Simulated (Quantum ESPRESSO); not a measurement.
# How the functional moves the magnetism of MnS (Browneite), part 3 of 3

Two starts of MnS (Browneite) are run at each rung of the functional.

Quantum ESPRESSO 7.5; LDA with U = 4 eV on Mn d (ortho-atomic projectors); plane waves with GBRV 1.5 LDA potentials, no spin-orbit coupling (settings of the first rung).

So far, largest spin moment in the atom's sphere (μB): step 2 (rung 1, start ferro +, LDA GBRV, Quantum ESPRESSO) 4.33; step 8 (rung 4, start ferro +, GBRV PBE, Quantum ESPRESSO) 4.36; step 9 (rung 4, start antiferro q=(0,1/2,1/2) +-, GBRV PBE, Quantum ESPRESSO) 4.29; step 10 (rung 5, start ferro +, revPBE GBRV PBE, Quantum ESPRESSO) 4.37; step 11 (rung 5, start antiferro q=(0,1/2,1/2) +-, revPBE GBRV PBE, Quantum ESPRESSO) 4.30.

### 12. Rung 6, start ferro +

Level of this step: RPBE with U = 4 eV on Mn d (ortho-atomic projectors); plane waves with GBRV 1.5 PBE potentials, no spin-orbit coupling (Quantum ESPRESSO).

File pw.in:

```
&CONTROL
  calculation = 'scf'
  prefix = 'pwscf'
  outdir = './tmp'
  pseudo_dir = './pseudo'
  disk_io = 'nowf'
/
&SYSTEM
  ibrav = 0
  nat = 2
  ntyp = 2
  ecutwfc = 40
  ecutrho = 280
  nbnd = 19
  input_dft = 'rpbe'
  occupations = 'smearing'
  smearing = 'fd'
  degauss = 0.00367493
  nspin = 2
  starting_magnetization(1) = 0.3
  starting_magnetization(2) = 0
/
&ELECTRONS
  conv_thr = 4d-09
  electron_maxstep = 150
  mixing_beta = 0.3
/
ATOMIC_SPECIES
Mn     54.9380 mn_pbe_v1.5.uspp.F.UPF
S      32.0600 s_pbe_v1.4.uspp.F.UPF
CELL_PARAMETERS angstrom
   0.0000000000    2.8000000000    2.8000000000
   2.8000000000    0.0000000000    2.8000000000
   2.8000000000    2.8000000000    0.0000000000
ATOMIC_POSITIONS crystal
Mn      0.0000000000    0.0000000000    0.0000000000
S       0.2500000000    0.2500000000    0.2500000000
K_POINTS automatic
6 6 6 0 0 0
HUBBARD {ortho-atomic}
U Mn-3d 4.0000
```

Launch:

```sh
> OMP_NUM_THREADS=1 mpirun -n 2 pw.x -nk 2 -in pw.in > pw.out
```

The program printed:

```text
     [... lines left out ...]
Program PWSCF v.7.5 starts
     [... lines left out ...]
     number of atoms/cell      =            2
     [... lines left out ...]
     number of electrons       =        21.00
     number of Kohn-Sham states=           19
     kinetic-energy cutoff     =      40.0000  Ry
     charge density cutoff     =     280.0000  Ry
     scf convergence threshold =      4.0E-09
     [... lines left out ...]
     24 Sym. Ops. (no inversion) found
     [... lines left out ...]
     number of k points=    16  Fermi-Dirac smearing, width (Ry)=  0.0037
     [... lines left out ...]
     iteration # 10     ecut=    40.00 Ry     beta= 0.30
     [... lines left out ...]
     Magnetic moment per site  (integrated on atomic sphere of radius R)
     atom   1 (R=0.253)  charge= 12.9043  magn=  4.3742
     atom   2 (R=0.253)  charge=  4.2726  magn=  0.0406
     [... lines left out ...]
     Tr[ns(  1)] (up, down, total) =   4.95916  0.25677  5.21592
     [... lines left out ...]
     the Fermi energy is     7.9775 ev
!    total energy              =    -235.43007539 Ry
     estimated scf accuracy    <          2.0E-09 Ry
     smearing contrib. (-TS)   =      -0.00000000 Ry
     [... lines left out ...]
     total magnetization       =     5.00 Bohr mag/cell
     absolute magnetization    =     5.00 Bohr mag/cell
     convergence has been achieved in  10 iterations
```

The job ended after 9.7 s (2 MPI ranks of Intel Xeon 6975P-C (Granite Rapids), shared host; peak memory 0.22 GiB; 19 s of CPU time).

This step gave:

```yaml
magnetization: 5 μB
final_state: ferromagnetic
largest_moment: 4.374 μB
```

### 13. Rung 6, start antiferro q=(0,1/2,1/2) +-

File pw.in:

```
&CONTROL
  calculation = 'scf'
  prefix = 'pwscf'
  outdir = './tmp'
  pseudo_dir = './pseudo'
  disk_io = 'nowf'
/
&SYSTEM
  ibrav = 0
  nat = 4
  ntyp = 3
  ecutwfc = 40
  ecutrho = 280
  nbnd = 30
  input_dft = 'rpbe'
  occupations = 'smearing'
  smearing = 'fd'
  degauss = 0.00367493
  nspin = 2
  starting_magnetization(1) = 0.3
  starting_magnetization(2) = -0.3
  starting_magnetization(3) = 0
/
&ELECTRONS
  conv_thr = 8d-09
  electron_maxstep = 150
  mixing_beta = 0.3
/
ATOMIC_SPECIES
Mn1    54.9380 mn_pbe_v1.5.uspp.F.UPF
Mn2    54.9380 mn_pbe_v1.5.uspp.F.UPF
S      32.0600 s_pbe_v1.4.uspp.F.UPF
CELL_PARAMETERS angstrom
   0.0000000000    2.8000000000    2.8000000000
   5.6000000000    0.0000000000    5.6000000000
   5.6000000000    2.8000000000    2.8000000000
ATOMIC_POSITIONS crystal
Mn1     0.0000000000    0.0000000000    0.0000000000
Mn2     0.0000000000    0.5000000000    0.0000000000
S       0.2500000000    0.0000000000    0.2500000000
S       0.2500000000    0.5000000000    0.2500000000
K_POINTS automatic
6 3 6 0 0 0
HUBBARD {ortho-atomic}
U Mn1-3d 4.0000
U Mn2-3d 4.0000
```

The program printed:

```text
     [... lines left out ...]
Program PWSCF v.7.5 starts
     [... lines left out ...]
     number of atoms/cell      =            4
     [... lines left out ...]
     number of electrons       =        42.00
     number of Kohn-Sham states=           30
     kinetic-energy cutoff     =      40.0000  Ry
     charge density cutoff     =     280.0000  Ry
     scf convergence threshold =      8.0E-09
     [... lines left out ...]
      8 Sym. Ops. (no inversion) found
     [... lines left out ...]
     number of k points=    20  Fermi-Dirac smearing, width (Ry)=  0.0037
     [... lines left out ...]
     iteration # 13     ecut=    40.00 Ry     beta= 0.30
     [... lines left out ...]
     Magnetic moment per site  (integrated on atomic sphere of radius R)
     atom   1 (R=0.253)  charge= 12.9094  magn=  4.3070
     atom   2 (R=0.253)  charge= 12.9094  magn= -4.3070
     atom   3 (R=0.253)  charge=  4.2644  magn=  0.0000
     atom   4 (R=0.253)  charge=  4.2644  magn= -0.0000
     [... lines left out ...]
     Tr[ns(  1)] (up, down, total) =   4.94962  0.30081  5.25042
     [... lines left out ...]
     Tr[ns(  2)] (up, down, total) =   0.30081  4.94962  5.25042
     [... lines left out ...]
     the Fermi energy is     7.8536 ev
!    total energy              =    -470.87454552 Ry
     estimated scf accuracy    <          3.8E-09 Ry
     smearing contrib. (-TS)   =      -0.00000000 Ry
     [... lines left out ...]
     total magnetization       =    -0.00 Bohr mag/cell
     absolute magnetization    =     9.70 Bohr mag/cell
     convergence has been achieved in  13 iterations
```

Wall time 72 s (2 MPI ranks); peak memory 0.4 GiB; 2.4 min of CPU time.

Read from the output:

| Quantity | Value |
| --- | --- |
| magnetization | 0 μB |
| final state | antiferromagnetic |
| largest moment | 4.307 μB |

### 14. An input with a fault

As a test, an input with a fault in it is run.

File pw.in:

```
&CONTROL
  calculation = 'scf'
  prefix = 'pwscf'
  outdir = './tmp'
  pseudo_dir = './pseudo'
  disk_io = 'nowf'
/
&SYSTEM
  ibrav = 0
  nat = 2
  ntyp = 2
  ecutwfc = 40
  ecutrho = 280
  nbnd = 19
  occupations = 'smearing'
  smearing = 'fd'
  degauss = 0.00367493
  nspin = 2
  tot_magnetization = 400
  starting_magnetization(1) = 0.3
  starting_magnetization(2) = 0
/
&ELECTRONS
  conv_thr = 4d-09
  electron_maxstep = 75
  mixing_beta = 0.3
/
ATOMIC_SPECIES
Mn     54.9380 mn_lda_v1.5.uspp.F.UPF
S      32.0600 s_lda_v1.4.uspp.F.UPF
CELL_PARAMETERS angstrom
   0.0000000000    2.8000000000    2.8000000000
   2.8000000000    0.0000000000    2.8000000000
   2.8000000000    2.8000000000    0.0000000000
ATOMIC_POSITIONS crystal
Mn      0.0000000000    0.0000000000    0.0000000000
S       0.2500000000    0.2500000000    0.2500000000
K_POINTS automatic
6 6 6 0 0 0
HUBBARD {ortho-atomic}
U Mn-3d 4.0000
```

The program printed:

```text
     [... lines left out ...]
Program PWSCF v.7.5 starts
     [... lines left out ...]
     Error in routine setup (1):
     too few spin up bands
 %%%%%%%%%%%%%%%%%%%%%%%%%%%%%%%%%%%%%%%%%%%%%%%%%%%%%%%%%%%%%%%%%%%%%%%%%%%%%%
     stopping ...
```

Wall time 0.8 s (2 MPI ranks); peak memory 0.05 GiB.

The program refused the input before any cycle.

The program's message: “setup (1): too few spin up bands”

The fault put into the input: tot_magnetization larger than the electron count.

### 15. The rungs together

Ladder, by row:

| rung | functional | potentials | state from the first start | state from the second start | second less first (meV a seeded atom) | moment, first (μB) | moment, second (μB) | CPU time (s) |
| --- | --- | --- | --- | --- | --- | --- | --- | --- |
| 1 | LDA | GBRV 1.5 LDA | ferromagnetic | antiferromagnetic | -113.4 | 4.332 | 4.251 | 146.2 |
| 2 | PBEsol | GBRV 1.5 PBEsol | ferromagnetic | antiferromagnetic | -100.3 | 4.356 | 4.284 | 166 |
| 3 | PBE | GBRV 1.5 PBE | ferromagnetic | antiferromagnetic | -104.2 | 4.364 | 4.293 | 165.1 |
| 4 | WC | GBRV 1.5 PBE | ferromagnetic | antiferromagnetic | -99.85 | 4.358 | 4.286 | 162.2 |
| 5 | revPBE | GBRV 1.5 PBE | ferromagnetic | antiferromagnetic | -98.33 | 4.372 | 4.304 | 155.3 |
| 6 | RPBE | GBRV 1.5 PBE | ferromagnetic | antiferromagnetic | -97.93 | 4.374 | 4.307 | 161.7 |

### 16. What came out

```
range of the largest moment, first start : 4.33 to 4.37 μB; second start 4.25 to 4.31 μB
range of CPU time                        : 2.4 min to 2.8 min
range of the energy difference           : -113 to -97.9 meV a seeded atom
```

**Reading.** For the first start the functionals give moments from 4.33 to 4.37 μB; all use the same cell, so differences in their own lattice constants don't enter. Rungs 4, 5 and 6 use pseudopotentials made with another functional.

[Logs and program files are shortened in this print: banners, set-up blocks, solver, clock and traceback lines can be left out without a mark of their own.]

[Logs are printed without paths, hosts, clocks, repeated set-up lines and the standing remarks that a program may print on its own settings, such as how far it seeks lower states.]

[Hosts, paths, dates, database ids (printed as entryN), source tags and the programs' standing remarks are cut or masked in the printed files.]

[Where a cell is said to come from a database of computed structures, the database is the Materials Project.]
